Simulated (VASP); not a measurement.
Input of a VASP 6.6.1 run:

Contents of INCAR:

```
  PREC = Accurate
  ENCUT = 600
  EDIFF = 1E-7
  ISMEAR = 0
  SIGMA = 0.03
  LREAL = False
  LASPH = True
  NELM = 80
  ALGO = Normal
  ISIF = 3
  LWAVE = False
  LCHARG = False
  IBRION = 2
  NSW = 90
  EDIFFG = -0.005
```

KPOINTS

```
Automatic mesh
0
Gamma
  10 10 10
```

Contents of POSCAR:

```
GaSb                                    
1.0
    0.0000000000      3.0276660340      3.0276660340
    3.0276660340      0.0000000000      3.0276660340
    3.0276660340      3.0276660340      0.0000000000
  Ga              Sb            
     1     1
Direct
     0.0000000000000000    0.0000000000000000    0.0000000000000000
     0.2500000000000000    0.2500000000000000    0.2500000000000000
```

Potentials or basis: VASP PAW LDA potentials, release 64 (Ga_d, Sb).

The run is started by

```sh
$ cat potpaw_LDA.64/Ga_d/POTCAR potpaw_LDA.64/Sb/POTCAR > POTCAR
$ mpirun -np 1 vasp_std > vasp.out
```

Predict the band gap on the k mesh.

0.10 eV, direct.

Final structure:
```
CELL_PARAMETERS angstrom
0.00000 3.02767 3.02767
3.02767 0.00000 3.02767
3.02767 3.02767 0.00000
ATOMIC_POSITIONS crystal
Ga 0.00000 0.00000 0.00000
Sb 0.25000 0.25000 0.25000
```

Caveat: the relaxation stopped at its first step, so nothing moved; spin-orbit coupling is left out, which moves the levels of the heavy elements. As with any semilocal functional, this LDA gap is likely too small.
